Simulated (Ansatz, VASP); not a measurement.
**Two plane-wave programs on BAs**

```
B As
1.0
     0.00000    2.34304    2.34304
     2.34304    0.00000    2.34304
     2.34304    2.34304    0.00000
B As
1 1
Direct
  0.00000 0.00000 0.00000
  0.25000 0.25000 0.25000
```

Alike in both runs: task single point; functional r2SCAN; k mesh 8 × 8 × 8; no spin polarisation.

```csv
,VASP,Ansatz
version,VASP 6.6.1,Ansatz 0.2.0
potentials or method,"VASP PAW PBE potentials, release 64 (B, As)","plane waves, PAW"
plane-wave cutoff (eV),520,500
occupations,"gaussian, width 0.01 eV",fixed
valence electrons in the cell,8,18
```

|  | VASP | Ansatz | Ansatz less VASP |
| --- | --- | --- | --- |
| gap on the k mesh at the Fermi level (eV) | 1.32 | 1.32 | +0.003 |
| pressure (GPa) | 10.3 | 9.9 | -0.42 |

The two sets of potentials don't hold the same shells in valence.

Caveats: the PAW data sets were made with another functional, which shifts forces and pressure a little (VASP). A k mesh can miss the band edges. r2SCAN opens gaps a little over a GGA but as a rule still falls short of measured ones.
